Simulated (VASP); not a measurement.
# Fe (Im-3m) in VASP: single point with LDA

Aim: the single point of Fe with LDA.

Program: VASP 6.6.1. These are calculated values, not measurements. Logs are shortened: lines on timing, memory, paths and dates and some standing lists are left out, and cuts for length are marked.

## 1. Starting point

The structure is cubic, space group Im-3m (No. 229). Conventional cell: a = 2.746 Å, b = 2.746 Å, c = 2.746 Å, α = 90.00°, β = 90.00°, γ = 90.00°. Fe (site symmetry m-3m) has 8 Fe at 2.38 Å as nearest neighbours.

## 2. Single point, LDA, collinear spin, ferromagnetic start

INCAR

```
SYSTEM = Fe
PREC     = Accurate       ! precision mode
ENCUT    = 520            ! plane-wave cutoff, eV
EDIFF    = 1E-6           ! SCF threshold, eV
ISMEAR   = 1              ! smearing method
SIGMA    = 0.1            ! smearing width, eV
LREAL    = .FALSE.        ! projectors in reciprocal space
LASPH    = .TRUE.         ! aspherical terms in the spheres
NELM     = 150            ! most SCF steps
ALGO     = Normal         ! electronic algorithm
ISIF     = 2              ! what is computed and relaxed
LWAVE    = .FALSE.        ! write WAVECAR
LCHARG   = .FALSE.        ! write CHGCAR
ISPIN    = 2              ! spin polarisation
MAGMOM   = 2.1            ! initial moments
LORBIT   = 11             ! projections on sites
LMAXMIX  = 4              ! l up to which the mixer works
NBANDS   = 14             ! bands
AMIX     = 0.2          
BMIX     = 1E-4         
AMIX_MAG = 0.8          
BMIX_MAG = 1E-4         
ICORELEVEL= 1
```

KPOINTS

```
Automatic mesh
0
G
  14 14 39
  0 0 0
```

POSCAR

```
Fe
1.0
    2.7463880000      0.0000000000      0.0000000000
    0.0000000000      2.7463880000      0.0000000000
    1.3731940000     -1.3731940000      1.3731940000
Fe
1
Direct
    0.0000000000      0.0000000000      0.0000000000
```

Potentials or basis: VASP PAW LDA potentials, release 64 (Fe).

On the command line:

```bash
> cat potpaw_LDA.64/Fe/POTCAR > POTCAR
> mpirun -np 1 vasp_std > vasp.out
```

OUTCAR:

```text
SYSTEM = Fe
   PREC = Accurate
   ENCUT = 520
   EDIFF = 1E-6
   ISMEAR = 1
   LREAL = .FALSE.
   LASPH = .TRUE.
   NELM = 150
   ISIF = 2
   ISPIN = 2
   LORBIT = 11
   AMIX = 0.2
   AMIX_MAG = 0.8

 ion  position               nearest neighbor table
   1  0.000  0.000  0.000-

  LATTYP: Found a body centered cubic cell.
 ALAT       =     2.7463880000

  Lattice vectors:

 A1 = (  -1.3731940000,   1.3731940000,  -1.3731940000)
 A2 = (  -1.3731940000,  -1.3731940000,   1.3731940000)
 A3 = (   1.3731940000,   1.3731940000,   1.3731940000)

Analysis of symmetry for initial positions (statically):
=====================================================================
 Subroutine PRICEL returns:
 Original cell was already a primitive cell.

 Routine SETGRP: Setting up the symmetry group for a
 body centered cubic supercell.

 Subroutine GETGRP returns: Found 48 space group operations
 (whereof 48 operations were pure point group operations)
 out of a pool of 48 trial point group operations.

The static configuration has the point symmetry O_h .

Analysis of symmetry for dynamics (positions and initial velocities):
=====================================================================
 Subroutine PRICEL returns:
 Original cell was already a primitive cell.

 Routine SETGRP: Setting up the symmetry group for a
 body centered cubic supercell.

 Subroutine GETGRP returns: Found 48 space group operations
 (whereof 48 operations were pure point group operations)
 out of a pool of 48 trial point group operations.

The dynamic configuration has the point symmetry O_h .

Analysis of structural, dynamic, and magnetic symmetry:
=====================================================================
 Subroutine PRICEL returns:
 Original cell was already a primitive cell.

 Routine SETGRP: Setting up the symmetry group for a
 body centered cubic supercell.

 Subroutine GETGRP returns: Found 48 space group operations
 (whereof 48 operations were pure point group operations)
 out of a pool of 48 trial point group operations.

The overall configuration has the point symmetry O_h .

 Subroutine INISYM returns: Found 48 space group operations
 (whereof 48 operations are pure point group operations),
 and found     1 'primitive' translations

----------------------------------------------------------------------------------------

                                     Primitive cell

  volume of cell :      10.3575

  direct lattice vectors                    reciprocal lattice vectors
     2.746388000  0.000000000  0.000000000     0.364114612  0.000000000 -0.364114612
     0.000000000  2.746388000  0.000000000     0.000000000  0.364114612  0.364114612
     1.373194000 -1.373194000  1.373194000     0.000000000  0.000000000  0.728229223

  length of vectors
     2.746388000  2.746388000  2.378441777     0.514935822  0.514935822  0.728229223

  position of ions in fractional coordinates (direct lattice)
     0.000000000  0.000000000  0.000000000

  ion indices of the primitive-cell ions
   primitive index   ion index
                 1           1

----------------------------------------------------------------------------------------

 KPOINTS: Automatic mesh

Automatic generation of k-mesh.
 Grid dimensions read from file:
 generate k-points for:   14   14   39

 Generating k-lattice:

  Cartesian coordinates                     Fractional coordinates (reciprocal lattice)
     0.026008187  0.000000000 -0.026008187     0.071428571  0.000000000  0.000000000
     0.000000000  0.026008187  0.026008187     0.000000000  0.071428571  0.000000000
     0.000000000  0.000000000  0.018672544     0.000000000  0.000000000  0.025641026

  Length of vectors
     0.036781130  0.036781130  0.018672544

  Shift w.r.t. Gamma in fractional coordinates (k-lattice)
     0.000000000  0.000000000  0.000000000

 -----------------------------------------------------------------------------
|                                                                             |
|           W    W    AA    RRRRR   N    N  II  N    N   GGGG   !!!           |
|           W    W   A  A   R    R  NN   N  II  NN   N  G    G  !!!           |
|           W    W  A    A  R    R  N N  N  II  N N  N  G       !!!           |
|           W WW W  AAAAAA  RRRRR   N  N N  II  N  N N  G  GGG   !            |
[... 55 lines left out ...]
   NGXF,Y,Z  is equivalent  to a cutoff of  24.21, 24.21, 25.16 a.u.
 SYSTEM =  Fe
   PREC   = accura    normal or accurate (medium, high low for compatibility)
   ISTART =      0    job   : 0-new  1-cont  2-samecut
   ICHARG =      2    charge: 1-file 2-atom 10-const
   ISPIN  =      2    spin polarized calculation?
   LNONCOLLINEAR =      F non collinear calculations
   LSORBIT =      F    spin-orbit coupling
   LASPH  =      T    aspherical Exc in radial PAW
   ENCUT  =  520.0 eV  38.22 Ry    6.18 a.u.   5.11  5.11  4.42*2*pi/ulx,y,z
   NELM   =    150;   NELMIN=  2; NELMDL= -5     # of ELM steps
   EDIFF  = 0.1E-05   stopping-criterion for ELM
   LREAL  =      F    real-space projection
   EDIFFG = 0.1E-04   stopping-criterion for IOM
   NSW    =      0    number of steps for IOM
   IBRION =     -1    ionic relax: 0-MD 1-quasi-New 2-CG
   NFREE  =      0    steps in history (QN), initial steepest desc. (CG)
   ISIF   =      2    stress and relaxation
   ISYM   =      2    0-nonsym 1-usesym 2-fastsym
   POTIM  = 0.5000    time-step for ionic-motion
   TEBEG  =    0.0;   TEEND  =   0.0 temperature during run
   PSTRESS=    0.0 pullay stress
   NELECT =       8.0000    total number of electrons
   NUPDOWN=      -1.0000    fix difference up-down
   EMIN   =  10.00;   EMAX   =-10.00  energy-range for DOS
   EFERMI =   0.00;   METHOD = LEGACY
   ISMEAR =     1;   SIGMA  =   0.10  broadening in eV -4-tet -1-fermi 0-gaus
   EFERMI_NEDOS =   21; number of points for ismear=-14 and -15
   IALGO  =     38    algorithm
   IMIX   =      4    mixing-type and parameters
     AMIX     =   0.20;   BMIX     =  0.00
     AMIX_MAG =   0.80;   BMIX_MAG =  0.00
  volume/ion in A,a.u.               =      10.36        69.90
  Fermi-wavevector in a.u.,A,eV,Ry     =   1.502056  2.838475 30.697107  2.256174
  Thomas-Fermi vector in A             =   2.613347
   LORBIT       =     11    0 simple, 1 ext, 2 COOP (PROOUT), +10 PAW based schemes
   GGA     = CA    functional components
   LHFCALC =     F    Hartree Fock is set to
   AEXX    =    0.0000 exact exchange contribution
   IVDW    =     0    specifies the selected vdW correction
   LEPSILON=     F    determine dielectric tensor
   LRPA    =     F    only Hartree local field effects (RPA)
 spin polarized calculation
 Methfessel and Paxton  Order N= 1 SIGMA  =   0.10
  energy-cutoff  :      520.00
  volume of cell :       10.36
 maximum number of plane-waves:       321
   NGX = 11   NGY = 11   NGZ =  9

 number of electron       7.9999995 magnetization       1.9703210

 Free energy of the ion-electron system (eV)
  ---------------------------------------------------
  ext. energy  EPLUGINS =         0.00000000
  ---------------------------------------------------
  free energy    TOTEN  =        -9.22391039 eV

  energy without entropy =       -9.22377950  energy(sigma->0) =       -9.22386676

 the core state eigenenergies are
   1-  1s  -6950.8455  2s   -802.7254  2p   -683.6608  3s    -79.2468  3p    -45.8569

 E-fermi :   6.7606     XC(G=0): -13.9459

 val. band max:        6.7605437921   @ k =   0.0714   0.3571   0.3590
 cond. band min:       6.7618006127   @ k =   0.0714   0.4286   0.3590
 fundamental gap:      0.0012568206
 Fermi energy:         6.7606004440

 spin component 1

 k-point     1 :       0.0000    0.0000    0.0000
  band No.  band energies     occupation
      1      -2.3674      1.00000
      2       4.2466      1.00000
      3       4.2466      1.00000
      4       4.2466      1.00000
      5       5.8047      1.00000
      6       5.8047      1.00000
      7      32.4735      0.00000
      8      32.4735      0.00000
      9      32.4735      0.00000
     10      38.2480      0.00000
     11      38.2480      0.00000
     12      40.9554      0.00000
     13      40.9554      0.00000
     14      40.9554      0.00000
[... 379 lines left out ...]
      3       3.5873      1.00000
      4       5.9799      1.00000
      5       6.2057      1.00000
      6      12.9194      0.00000
      7      14.9201      0.00000
      8      17.5730      0.00000
      9      27.0177      0.00000
     10      35.6137      0.00000
     11      37.2257      0.00000
     12      45.1524      0.00000
     13      48.4959      0.00000
     14      52.4829      0.00000

 [... further k-points ...]

 Fermi energy:         6.7606004440

 spin component 2

 k-point     1 :       0.0000    0.0000    0.0000
  band No.  band energies     occupation
      1      -1.9848      1.00000
      2       5.8429      1.00000
      3       5.8429      1.00000
      4       5.8429      1.00000
      5       7.9189     -0.00000
      6       7.9189     -0.00000
      7      32.6557      0.00000
      8      32.6557      0.00000
      9      32.6557      0.00000
     10      38.7340      0.00000
     11      38.7340      0.00000
     12      41.7465      0.00000
     13      41.7465      0.00000
     14      41.7465      0.00000
[... 379 lines left out ...]
      3       4.8585      1.00000
      4       7.9505     -0.00000
      5       8.1857     -0.00000
      6      14.0288      0.00000
      7      15.9975      0.00000
      8      18.4063      0.00000
      9      27.6389      0.00000
     10      36.0619      0.00000
     11      37.6449      0.00000
     12      45.9281      0.00000
     13      49.1460      0.00000
     14      53.0387      0.00000

 [... further k-points ...]

------------------------ aborting loop because EDIFF is reached ----------------------------------------

  FORCE on cell =-STRESS in cart. coord.  units (eV):
  Direction    XX          YY          ZZ          XY          YZ          ZX
  --------------------------------------------------------------------------------------
  -------------------------------------------------------------------------------------
  Total        0.0264940      0.0264940      0.0264940      0.0000000      0.0000000     -0.0000000
  in kB        4.0982896      4.0982896      4.0982896      0.0000000      0.0000000     -0.0000000
  external PRESSURE =       4.0982896 kB  Pullay stress =       0.0000000 kB

 VOLUME and BASIS-vectors are now :
 -----------------------------------------------------------------------------
  energy-cutoff  :      520.00
  volume of cell :       10.36
      direct lattice vectors                 reciprocal lattice vectors
     2.746388000  0.000000000  0.000000000     0.364114612  0.000000000 -0.364114612
     0.000000000  2.746388000  0.000000000     0.000000000  0.364114612  0.364114612
     1.373194000 -1.373194000  1.373194000     0.000000000  0.000000000  0.728229223

 POSITION                                       TOTAL-FORCE (eV/Angst)
 -----------------------------------------------------------------------------------
      0.00000      0.00000      0.00000        -0.000000     -0.000000      0.000000
 -----------------------------------------------------------------------------------
    total drift:                               -0.000000      0.000000      0.000000

  FREE ENERGIE OF THE ION-ELECTRON SYSTEM (eV)
  ---------------------------------------------------
  free  energy   TOTEN  =        -9.2239103863 eV

  energy  without entropy=       -9.2237794952  energy(sigma->0) =       -9.22386676

 total charge

# of ion       s       p       d       tot
------------------------------------------
    1        0.530   0.621   6.337   7.487

 magnetization (x)

# of ion       s       p       d       tot
------------------------------------------
    1       -0.008  -0.032   1.976   1.936
```

Run time: 5.8 min. Hardware: 1 thread of Intel Xeon Platinum 8488C (Sapphire Rapids), shared host; peak memory 0.55 GiB.

Results:

* Free energy: -9.2239 eV
* Pressure: 0.4 GPa
* Band gap on the k mesh: none (metal or under the smearing width)
* Net moment: 1.97 μB per cell
* Site moments: Fe +1.94 μB
* Valence electrons inside the program's atomic spheres: Fe 7.49

Levels at points of the mesh, in eV from the Fermi level:
Spin up:
```
           k point  band 2  band 3  band 4  band 5  band 6  band 7  band 8  band 9
(0.00, 0.00, 0.00)   -2.51   -2.51   -2.51   -0.96   -0.96   25.71   25.71   25.71
(0.50, 0.00, 0.00)   -3.79   -0.92   -0.72    0.35    0.63    8.19   18.98   21.50
```
Spin down:
```tsv
k point	band 1	band 2	band 3	band 4	band 5	band 6
(0.00, 0.00, 0.00)	-8.75	-0.92	-0.92	-0.92	1.16	1.16
(0.50, 0.00, 0.00)	-4.37	-2.34	0.74	1.07	1.45	2.48
```

Core levels (eV, on the scale of the bands):
```csv
atom,levels
1 Fe,"1s -6950.8, 2s -802.7, 2p -683.7, 3s -79.2, 3p -45.9"
```
